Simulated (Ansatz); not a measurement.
Y (omega type), DFT, PBE, PAW with Ansatz's default frozen-core files, scalar-relativistic (Ansatz 0.2.0), on 1 thread of Arm Neoverse V1 (shared host).

Command: `ansatz run input.yaml --threads 1 --pin off --max-ram 3072MiB --backend cpu --events-out ev --progress --plain --runs-dir out`

```yaml
crystal:
  lattice:
    - [5.6478771926, 0.0, 0.0]
    - [-2.8239385963, 4.8912051262, 0.0]
    - [0.0, 0.0, 3.5285048655]
  atoms:
    - { symbol: "Y", position: [0.0, 0.0, 0.0] }
    - { symbol: "Y", position: [0.3333333333, 0.6666666667, 0.5] }
    - { symbol: "Y", position: [0.6666666667, 0.3333333333, 0.5] }
kpoints:
  mp_grid: { grid: [6, 6, 9] }
  band_path:
    path:
      - [0.0, 0.0, 0.0]
      - [0.5, 0.0, 0.0]
      - [0.3333333333, 0.3333333333, 0.0]
      - [0.0, 0.0, 0.0]
      - [0.0, 0.0, 0.5]
      - [0.5, 0.0, 0.5]
      - [0.3333333333, 0.3333333333, 0.5]
      - [0.0, 0.0, 0.5]
      - [0.5, 0.0, 0.5]
    npoints: 8
scf:
  occupations: { method: fermi_dirac, width: 0.08 }
hamiltonian:
  xc: pbe
  pseudopotentials: { kind: paw }
output:
  forces: true
  stress: true
  eigenvalues: true
  populations: true
  dos: { projected: true, de: 0.2, e_range: [-14, 8] }
  write_density: true
  write_potential: true
  elf: true
  volumetric_format: npy
```

Task: How large is the problem that the program sets up?

Result: 35 irreducible k-points, 1895 plane waves at Γ, 21 bands.

Task: About how long does it take?

Result: 7 s of wall time for 6 SCF iterations. Times on shared machines scatter by tens of per cent.
